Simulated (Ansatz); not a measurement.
Input and output for BAs (rocksalt type): DFT, PBE, all-electron LAPW, scalar-relativistic (Ansatz 0.2.0). This run: rocksalt relaxed under pressure.

The cell comes from a relaxation on PAW files under the same functional, begun from a prototype that needn't be the stable phase.

Command: `ansatz run input.yaml --threads 1 --pin off --max-ram 3584MiB --backend cpu --events-out ev --progress --plain --runs-dir out` It took 20 s on 1 thread of Intel(R) Xeon(R) Platinum 8488C (Sapphire Rapids), with other jobs on the host, peak memory 0.49 GiB.

```yaml
crystal:
  lattice:
    - [0.0, 2.1933433607, 2.1933433607]
    - [2.1933433607, 0.0, 2.1933433607]
    - [2.1933433607, 2.1933433607, 0.0]
  atoms:
    - { symbol: B, position: [0.0, 0.0, 0.0] }
    - { symbol: As, position: [0.5, 0.5, 0.5] }
kpoints:
  mp_grid: { grid: [16, 16, 16] }
scf:
  occupations: { method: fermi_dirac, width: 0.05 }
hamiltonian:
  xc: pbe
  pseudopotentials: { kind: all_electron, lapw: { basis_error: 0.0005 } }
output:
  forces: true
  stress: true
  eigenvalues: true
relax:
  f_tol: 0.005
  max_steps: 12
  cell: { p_target: 27.0, stress_tol: 0.03 }
```

Output:

```
The last accepted step is kept in <dir> (removed where the run ends without a failure and the disk answers)
LAPW: plane waves up to 9.229 Å⁻¹, error target 5.0e-4 eV per atom; small_component_spin mean_spin; B in spheres of 0.888 Å, 5 of its electrons in bands, Dirac shells []; As in spheres of 1.239 Å, 23 of its electrons in bands, Dirac shells [] (how accurate: hamiltonian.pseudopotentials.lapw.basis_error, Limitations)
Engine: ansatz 0.2.0
Pseudopotentials: kind: all_electron
Pseudopotential: B, LAPW, valence charge 5, lapw/all_electron/scalar/gaussian/B, Koelling and Harmon's equation, gaussian nucleus
Pseudopotential: As, LAPW, valence charge 23, lapw/all_electron/scalar/gaussian/As, Koelling and Harmon's equation, gaussian nucleus
Functional definition: PBE
  parameter kappa = 0.804
  parameter beta = 0.06672455060314922
  exchange = pbe_x(kappa = kappa, mu = beta*pi^2/3)
  correlation = pbe_c(beta = beta)
Crystal: 2 atoms, lattice volume = 21.103 Å³
Basis set: ecut = 324.5210737810078 eV, 283 PW (Γ), exchange–correlation at level 2
Bands: 18, of which v1, the nominal top of the filled ones, is band 14 counted from 1 (13 counted from 0)
Symmetry: 48 space group operations
Space group: Fm-3m (ITA 225), of the structure as read, at distance tolerance 2.8e-5 Å
k-points: 145 of 4096
Non-local potential: B, projectors of the file, none
Non-local potential: As, projectors of the file, none
Initial density: superposition of atomic densities (chi_scale 0.1, normalization cell, long waves kept (reshape's long-wave potential 0.00 eV rms))
Initial wavefunctions: plane waves of lowest kinetic energy (no species holds an atomic orbital)
Functional: x = pbe(κ = 0.804, μ = 0.2195149727645171), c = pbe(β = 0.06672455060314922)
iter 1 solved again at ethr=3.26e-3 eV; its pass at ethr=1.00e-1 eV (dr2=9.13e-1 eV) is discarded
SCF iter   1: F=—  HF=-62198.472988 eV  |F-HF|=—  |Δ(HF+E_count)|=         —  Δρ=5.93e-2  dr2=9.14e-1  ethr=3.26e-3  ⟨swp⟩=2.0  Hψ=17112  notcnv=0
preconditioner: auto → none  [metal: Δε(μ)=0.023 eV  Ē_g=13.110 eV  σ=0.050 eV  W_gap=0.11  n_scr=8 (ndim 8)  ℏωp=22.9 eV  f_vac=0.000  D(μ)=0.74/eV (n_scr^D=8)  sad-step TF]
SCF iter   2: F=—  HF=-62198.162975 eV  |F-HF|=—  |Δ(HF+E_count)|=   3.10e-1  Δρ=2.74e-2  dr2=1.82e-1  ethr=3.26e-3  ⟨swp⟩=2.9  Hψ=7775  notcnv=0
iter 3 solved again at ethr=2.04e-5 eV; its pass at ethr=6.49e-4 eV (dr2=5.71e-3 eV) is discarded
SCF iter   3: F=—  HF=-62198.120162 eV  |F-HF|=—  |Δ(HF+E_count)|=   4.28e-2  Δρ=6.65e-3  dr2=5.70e-3  ethr=2.04e-5  ⟨swp⟩=2.0  Hψ=13115  notcnv=0
SCF iter   4: F=—  HF=-62198.122761 eV  |F-HF|=—  |Δ(HF+E_count)|=   2.60e-3  Δρ=2.37e-3  dr2=7.85e-4  ethr=2.04e-5  ⟨swp⟩=2.0  Hψ=7064  notcnv=0
SCF iter   5: F=—  HF=-62198.121358 eV  |F-HF|=—  |Δ(HF+E_count)|=   1.40e-3  Δρ=5.15e-4  dr2=3.12e-5  ethr=2.80e-6  ⟨swp⟩=2.0  Hψ=7058  notcnv=0
SCF iter   6: F=—  HF=-62198.121375 eV  |F-HF|=—  |Δ(HF+E_count)|=   1.76e-5  Δρ=3.56e-5  dr2=3.07e-7  ethr=1.11e-7  ⟨swp⟩=3.0  Hψ=7248  notcnv=0
SCF iter   7: F=-62198.121375 eV  HF=-62198.121375 eV  |F-HF|=2.55e-9  |Δ(HF+E_count)|=   9.24e-8  Δρ=3.92e-6  dr2=1.77e-9  ethr=1.10e-9  ⟨swp⟩=3.0  Hψ=7508  notcnv=0
SCF 1 converged in 7 iterations: F = -62198.121375 eV  dr2 = 1.77e-9
relax step   1: F+E_penalty+E_count = -62198.12137510 eV  Δ(F+E_penalty+E_count) = +0.000e0 eV  max|allowed force component| = 7.067e-31 eV/Å  Δτ_max = 0.0000 Å  P = +26.983 GPa  Ω = 21.103 Å³  (7 SCF iters, accepted)
Initial density: handed on by an earlier stage of this run
Initial wavefunctions: those handed on with the density
iter 1 solved again at ethr=6.14e-12 eV; its pass at ethr=1.00e-1 eV (dr2=1.72e-9 eV) is discarded
SCF iter   1: F=—  HF=-62198.121375 eV  |F-HF|=—  |Δ(HF+E_count)|=         —  Δρ=3.92e-6  dr2=1.73e-9  ethr=6.14e-12  ⟨swp⟩=5.9  Hψ=13728  notcnv=0  reapply=1
preconditioner: auto → none  [metal: Δε(μ)=0.053 eV  Ē_g=13.232 eV  σ=0.050 eV  W_gap=0.25  n_scr=8 (ndim 8)  ℏωp=22.9 eV  f_vac=0.000  D(μ)=0.56/eV (n_scr^D=0)]
SCF iter   2: F=-62198.121375 eV  HF=-62198.121375 eV  |F-HF|=8.59e-10  |Δ(HF+E_count)|=   2.39e-9  Δρ=2.27e-6  dr2=6.69e-10  ethr=6.14e-12  ⟨swp⟩=3.0  Hψ=7577  notcnv=0
SCF 2 converged in 2 iterations: F = -62198.121375 eV  dr2 = 6.69e-10
relax step   2: F+E_penalty+E_count = -62198.12137510 eV  Δ(F+E_penalty+E_count) = -4.366e-10 eV  max|allowed force component| = 7.560e-31 eV/Å  Δτ_max = 0.0000 Å  P = +26.983 GPa  Ω = 21.103 Å³  stress off target by 1.72e-2 GPa  SCF on the basis re-selected at this cell (its energy is not comparable with the rows above)  (2 SCF iters)
basis re-selected at this cell: Δ(F+E_penalty+E_count) = -4.366e-10 eV, ΔP = +0.000 GPa vs the last step (what re-selecting the basis moved, after the strain that the cell walked since its last selection, with what the two solves' SCF thresholds leave and, on support functions, any second-order correction that the steps lacked; it is no measure of the basis error at this ecutwfc). This SCF's stress stands 1.72e-2 GPa from its target on what of the cell is left free (relax.cell.stress_tol is 3.00e-2 GPa) and its largest allowed force component is 7.56e-31 eV/Å (relax.f_tol is 5.00e-3 eV/Å): within both
SCF converged after 2 iterations
Free energy (F): -62198.121375 eV
Harris-Foulkes:  -62198.121375 eV  (|F-HF|=8.59e-10)
Internal energy: -62198.116482 eV  (E = F + TS)
E sigma→0 (E₀):  -62198.118929 eV
Entropy (-TS):   -0.004893 eV (-2.446 meV/atom)
Fermi energy:    16.460225 eV
--- Per-component energies (eV) ---
  E_band       = -1453.402006
  E_kinetic    = 63577.636915
  E_xc         = -2395.398795
  E_electrostatic = -123380.354602  (all electrons and nuclei)
  E_smearing   = -0.004893  (= −TS)
  E_closure    = 0.000000  (closes the sum)
  E_atoms      = -62188.745975  (free atoms, spherical and without spin; not in F)
  Σ components = -62198.121375   (vs F -62198.121375, Δ=0.00e0)
  Basis errors (estimates in eV, not in F): energy 2.0e-4 per atom: plane waves 1.9e-4 (1.0e-4 summed), levels above the bands 8.8e-78, relativity 1.8e-8, radial functions 1.8e-5, core shells 9.1e-14; eigenvalues (radial functions only) 8.9e-7; not estimated: angular momenta, meshes, grids; target (lapw.basis_error) 5.0e-4; muffin-tin radii B 0.888 Å, As 1.239 Å
--- Forces (eV/Å), atoms counted from 1 ---
  atom   1  B     -0.00000000     0.00000000     0.00000000
  atom   2  As     0.00000000    -0.00000000     0.00000000
  max |Σ_I F_I| component: 2.14e-31 eV/Å
--- Stress (GPa, compression-positive) ---
       26.982847       0.000000      -0.000000
        0.000000      26.982847      -0.000000
       -0.000000      -0.000000      26.982847
  P = ⅓ Tr σ = 26.9828 GPa (269.828 kbar)
--- Band table (eV; the first three rows and the last of 145) ---
  k-point 0: bands = ["-169.4116", "-157.6334", "-112.7876", "-112.7876", "-112.7876", "-19.8473", "-19.8473", "-19.8473", "-19.8455", "-19.8455", "-1.0971", "16.3826", "16.3826", "16.3826", "22.1531", "25.1959", "25.1959", "25.1959"]
  k-point 1: bands = ["-169.4116", "-157.6334", "-112.7876", "-112.7876", "-112.7876", "-19.8471", "-19.8469", "-19.8469", "-19.8454", "-19.8454", "-1.0132", "15.8098", "16.3687", "16.3687", "22.3494", "24.6639", "24.6639", "24.8934"]
  k-point 2: bands = ["-169.4116", "-157.6334", "-112.7876", "-112.7876", "-112.7876", "-19.8477", "-19.8477", "-19.8467", "-19.8432", "-19.8432", "-0.7618", "14.4379", "16.3398", "16.3398", "22.5497", "23.5575", "23.5575", "24.4318"]
  k-point 144: bands = ["-169.4116", "-157.6334", "-112.7878", "-112.7878", "-112.7877", "-19.8600", "-19.8412", "-19.8379", "-19.8379", "-19.8140", "5.7681", "8.8915", "8.9687", "8.9687", "19.9592", "21.6652", "26.1326", "26.1326"]
--- Relaxed structure (1 steps of the walk, 1 accepted, 1 SCFs on fresh bases) ---
  F+E_penalty+E_count = -62198.12137510 eV   max|allowed force component| = 7.560e-31 eV/Å   (the final SCF, on the basis selected at the relaxed cell)
  cell:  # Å, volume = 21.1033 Å³
    - [0.0, 2.1933433607, 2.1933433607]
    - [2.1933433607, 0.0, 2.1933433607]
    - [2.1933433607, 2.1933433607, 0.0]
  atoms:
    - { symbol: B, position: [0.0, 0.0, 0.0] }
    - { symbol: As, position: [0.5, 0.5, 0.5] }
```

Next run (CsCl relaxed under pressure), as changes to the input before:

```diff
   lattice:
-    - [0.0, 2.1933433607, 2.1933433607]
-    - [2.1933433607, 0.0, 2.1933433607]
-    - [2.1933433607, 2.1933433607, 0.0]
+    - [2.7681356116, 0.0, 0.0]
+    - [0.0, 2.7681356116, 0.0]
+    - [0.0, 0.0, 2.7681356116]
   atoms:
 kpoints:
-  mp_grid: { grid: [16, 16, 16] }
+  mp_grid: { grid: [15, 15, 15] }
 scf:
```

Command: `ansatz run input.yaml --threads 1 --pin off --max-ram 3584MiB --backend cpu --events-out ev --progress --plain --runs-dir out` It took 18 s on 1 thread of Intel(R) Xeon(R) Platinum 8488C (Sapphire Rapids) (shared host), peak memory 0.43 GiB.

Results part of the output:

```
basis re-selected at this cell: Δ(F+E_penalty+E_count) = -6.621e-10 eV, ΔP = -0.000 GPa vs the last step (what re-selecting the basis moved, after the strain that the cell walked since its last selection, with what the two solves' SCF thresholds leave and, on support functions, any second-order correction that the steps lacked; it is no measure of the basis error at this ecutwfc). This SCF's stress stands 2.00e-2 GPa from its target on what of the cell is left free (relax.cell.stress_tol is 3.00e-2 GPa) and its largest allowed force component is 3.20e-31 eV/Å (relax.f_tol is 5.00e-3 eV/Å): within both
SCF converged after 2 iterations
Free energy (F): -62196.789918 eV
Harris-Foulkes:  -62196.789918 eV  (|F-HF|=2.26e-10)
Internal energy: -62196.781874 eV  (E = F + TS)
E sigma→0 (E₀):  -62196.785896 eV
Entropy (-TS):   -0.008045 eV (-4.022 meV/atom)
Fermi energy:    16.575594 eV
--- Per-component energies (eV) ---
  E_band       = -1452.407977
  E_kinetic    = 63576.529689
  E_xc         = -2394.221032
  E_electrostatic = -123379.090530  (all electrons and nuclei)
  E_smearing   = -0.008045  (= −TS)
  E_closure    = 0.000000  (closes the sum)
  E_atoms      = -62188.745975  (free atoms, spherical and without spin; not in F)
  Σ components = -62196.789918   (vs F -62196.789918, Δ=0.00e0)
  Basis errors (estimates in eV, not in F): energy 1.4e-4 per atom: plane waves 1.3e-4 (7.1e-5 summed), levels above the bands 1.9e-163, relativity 1.6e-8, radial functions 4.7e-6, core shells 3.1e-14; eigenvalues (radial functions only) 7.5e-5; not estimated: angular momenta, meshes, grids; target (lapw.basis_error) 5.0e-4; muffin-tin radii B 0.994 Å, As 1.332 Å
--- Forces (eV/Å), atoms counted from 1 ---
  atom   1  B     -0.00000000     0.00000000    -0.00000000
  atom   2  As     0.00000000    -0.00000000     0.00000000
  max |Σ_I F_I| component: 4.11e-31 eV/Å
--- Stress (GPa, compression-positive) ---
       27.019960      -0.000000       0.000000
       -0.000000      27.019960       0.000000
        0.000000       0.000000      27.019960
  P = ⅓ Tr σ = 27.0200 GPa (270.200 kbar)
--- Band table (eV; the first three rows and the last of 120) ---
  k-point 0: bands = ["-169.4455", "-158.2322", "-112.8218", "-112.8218", "-112.8218", "-19.9322", "-19.9322", "-19.8426", "-19.8426", "-19.8426", "-1.0512", "15.4380", "15.4380", "15.4380", "17.9605", "22.0142", "22.0142", "27.8085", "27.8085", "27.8085", "37.7553", "37.7553"]
  k-point 1: bands = ["-169.4455", "-158.2322", "-112.8219", "-112.8218", "-112.8218", "-19.9321", "-19.9290", "-19.8436", "-19.8436", "-19.8425", "-0.9706", "14.5249", "15.5218", "15.5218", "18.3422", "22.0953", "22.6989", "27.5608", "27.5608", "27.6460", "37.3203", "37.3203"]
  k-point 2: bands = ["-169.4455", "-158.2322", "-112.8220", "-112.8218", "-112.8218", "-19.9316", "-19.9197", "-19.8466", "-19.8466", "-19.8422", "-0.7292", "12.8152", "15.7723", "15.7723", "18.8014", "22.3382", "24.3108", "26.8543", "26.8543", "27.3064", "36.2319", "36.7615"]
  k-point 119: bands = ["-169.4453", "-158.2322", "-112.8228", "-112.8228", "-112.8228", "-19.8935", "-19.8934", "-19.8934", "-19.8123", "-19.8123", "9.6356", "12.2294", "12.5833", "12.5833", "14.0371", "14.1613", "14.1613", "15.2729", "38.6866", "38.8034", "38.8034", "47.7162"]
--- Relaxed structure (1 steps of the walk, 1 accepted, 1 SCFs on fresh bases) ---
  F+E_penalty+E_count = -62196.78991823 eV   max|allowed force component| = 3.205e-31 eV/Å   (the final SCF, on the basis selected at the relaxed cell)
  cell:  # Å, volume = 21.2110 Å³
    - [2.7681356116, 0.0, 0.0]
    - [0.0, 2.7681356116, 0.0]
    - [0.0, 0.0, 2.7681356116]
  atoms:
    - { symbol: B, position: [0.0, 0.0, 0.0] }
    - { symbol: As, position: [0.5, 0.5, 0.5] }
```

Next run (zincblende relaxed under pressure), as changes to the input before:

```diff
   lattice:
-    - [2.7681356116, 0.0, 0.0]
-    - [0.0, 2.7681356116, 0.0]
-    - [0.0, 0.0, 2.7681356116]
+    - [0.0, 2.2865827021, 2.2865827021]
+    - [2.2865827021, 0.0, 2.2865827021]
+    - [2.2865827021, 2.2865827021, 0.0]
   atoms:
-    - { symbol: As, position: [0.5, 0.5, 0.5] }
+    - { symbol: As, position: [0.25, 0.25, 0.25] }
 kpoints:
-  mp_grid: { grid: [15, 15, 15] }
+  mp_grid: { grid: [14, 14, 14] }
 scf:
```

Command: `ansatz run input.yaml --threads 1 --pin off --max-ram 3584MiB --backend cpu --events-out ev --progress --plain --runs-dir out` It took 41 s on 1 thread of Intel(R) Xeon(R) Platinum 8488C (Sapphire Rapids), on a shared host, peak memory 0.45 GiB.

Results part of the output:

```
basis re-selected at this cell: Δ(F+E_penalty+E_count) = -3.594e-9 eV, ΔP = -0.000 GPa vs the last step (what re-selecting the basis moved, after the strain that the cell walked since its last selection, with what the two solves' SCF thresholds leave and, on support functions, any second-order correction that the steps lacked; it is no measure of the basis error at this ecutwfc). This SCF's stress stands 1.25e-2 GPa from its target on what of the cell is left free (relax.cell.stress_tol is 3.00e-2 GPa) and its largest allowed force component is 2.08e-17 eV/Å (relax.f_tol is 5.00e-3 eV/Å): within both
SCF converged after 2 iterations
Free energy (F): -62199.883824 eV
Harris-Foulkes:  -62199.883824 eV  (|F-HF|=3.09e-9)
Internal energy: -62199.883824 eV  (E = F + TS)
E sigma→0 (E₀):  -62199.883824 eV
Entropy (-TS):   -0.000000 eV (-0.000 meV/atom)
Fermi energy:    14.534726 eV
--- Per-component energies (eV) ---
  E_band       = -1516.191349
  E_kinetic    = 63580.880106
  E_xc         = -2396.261482
  E_electrostatic = -123384.502448  (all electrons and nuclei)
  E_smearing   = -0.000000  (= −TS)
  E_closure    = 0.000000  (closes the sum)
  E_atoms      = -62188.745975  (free atoms, spherical and without spin; not in F)
  Σ components = -62199.883824   (vs F -62199.883824, Δ=0.00e0)
  Basis errors (estimates in eV, not in F): energy 2.6e-4 per atom: plane waves 2.5e-4 (1.5e-4 summed), levels above the bands 3.0e-86, relativity 1.8e-8, radial functions 1.2e-5, core shells 4.4e-12; eigenvalues (radial functions only) 5.1e-7; not estimated: angular momenta, meshes, grids; target (lapw.basis_error) 5.0e-4; muffin-tin radii B 0.791 Å, As 1.130 Å
--- Forces (eV/Å), atoms counted from 1 ---
  atom   1  B     -0.00000000     0.00000000    -0.00000000
  atom   2  As     0.00000000    -0.00000000     0.00000000
  max |Σ_I F_I| component: 2.31e-17 eV/Å
--- Stress (GPa, compression-positive) ---
       26.987495      -0.000000      -0.000000
       -0.000000      26.987495       0.000000
       -0.000000       0.000000      26.987495
  P = ⅓ Tr σ = 26.9875 GPa (269.875 kbar)
--- Band table (eV; the first three rows and the last of 104) ---
  k-point 0: bands = ["-171.5424", "-159.3253", "-114.9188", "-114.9188", "-114.9188", "-22.0126", "-22.0126", "-22.0126", "-21.9769", "-21.9769", "-2.6375", "14.0255", "14.0255", "14.0255", "17.4906", "17.4906", "17.4906", "20.4289"]
  k-point 1: bands = ["-171.5424", "-159.3253", "-114.9188", "-114.9188", "-114.9188", "-22.0123", "-22.0119", "-22.0119", "-21.9769", "-21.9769", "-2.5433", "13.1747", "13.8339", "13.8339", "17.7411", "17.7411", "17.7547", "20.7603"]
  k-point 2: bands = ["-171.5424", "-159.3253", "-114.9188", "-114.9188", "-114.9188", "-22.0116", "-22.0101", "-22.0101", "-21.9768", "-21.9768", "-2.2623", "11.4573", "13.4044", "13.4044", "17.9251", "18.2983", "18.2983", "21.5874"]
  k-point 103: bands = ["-171.5424", "-159.3253", "-114.9189", "-114.9188", "-114.9188", "-22.0084", "-21.9987", "-21.9867", "-21.9821", "-21.9716", "2.4744", "5.3117", "7.7858", "8.0820", "18.9205", "19.7309", "22.1766", "22.3379"]
--- Relaxed structure (2 steps of the walk, 2 accepted, 1 SCFs on fresh bases) ---
  F+E_penalty+E_count = -62199.88382380 eV   max|allowed force component| = 2.082e-17 eV/Å   (the final SCF, on the basis selected at the relaxed cell)
  cell:  # Å, volume = 23.9040 Å³
    - [-3.025377144531758e-35, 2.286372748027515, 2.286372748027515]
    - [2.286372748027515, 1.3025044759089351e-33, 2.286372748027515]
    - [2.286372748027515, 2.286372748027515, 1.5206500910672775e-33]
  atoms:
    - { symbol: B, position: [-3.3559368375875608e-34, 3.180463016014355e-34, 2.9962155033624886e-34] }
    - { symbol: As, position: [0.25, 0.25, 0.25] }
```
